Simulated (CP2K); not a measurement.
FeO under changes of volume

One of the cells (10.695 Å³/atom); the others are scaled copies at fixed shape and fractional positions:

```
CELL_PARAMETERS angstrom
3.07799 0.00000 0.00000
-0.25762 3.06719 0.00000
-1.41018 -1.53359 2.26572
ATOMIC_POSITIONS crystal
Fe 0.00000 0.00000 0.00000
O 0.50000 0.50000 0.00000
```

The cell comes from a database or a generator and needn't be the stable form of this composition.

* Program: CP2K 2026.2
* Functional: PBEsol
* Potentials or basis: POTENTIAL_UZH Fe GTH-PBE-q16, O GTH-PBE-q6; TZVP-MOLOPT-PBE-GTH basis
* Density cutoff: 8163 eV
* k mesh: 12 × 12 × 12
* Occupations: fermi-dirac, width 0.05 eV
* Spin: collinear spin, ferromagnetic start
* Starting moments: [3.0, 0.0] μB

```csv
volume (Å³/atom),energy over the lowest point (meV/atom),pressure (GPa)
10.053,0.00,-5.9
10.267,10.40,-9.4
10.481,25.29,-12.6
10.695,?,?
10.909,66.24,-17.7
11.123,91.41,-19.8
11.337,118.41,-21.7
```

What does the run at 10.695 Å³/atom give?

Energy over the lowest point 44.08 meV/atom; pressure -15.3 GPa.

Worked out: A Birch-Murnaghan fit of order 3 (a polynomial in V^(-2/3)) to the other rows has its minimum at 9.78 Å³/atom, just outside them, with B0 = V·E''(V) = 230 GPa and B' = 6.3 at fixed shape and positions, which overstates the stiffness. It gives 44.18 meV/atom at 10.695 Å³/atom, against the run's 44.08, and -dE/dV = -15.4 GPa, against -15.3.

Energies are extrapolated to zero smearing.

Caveats: the potentials were made for another functional, which shifts forces and pressure; the basis of atomic orbitals isn't converged, which shifts pressures, moduli and gaps; the total moment is fixed, so each spin has its own Fermi level; a cell with one magnetic atom can't hold antiferromagnetic order, which such compounds often take.
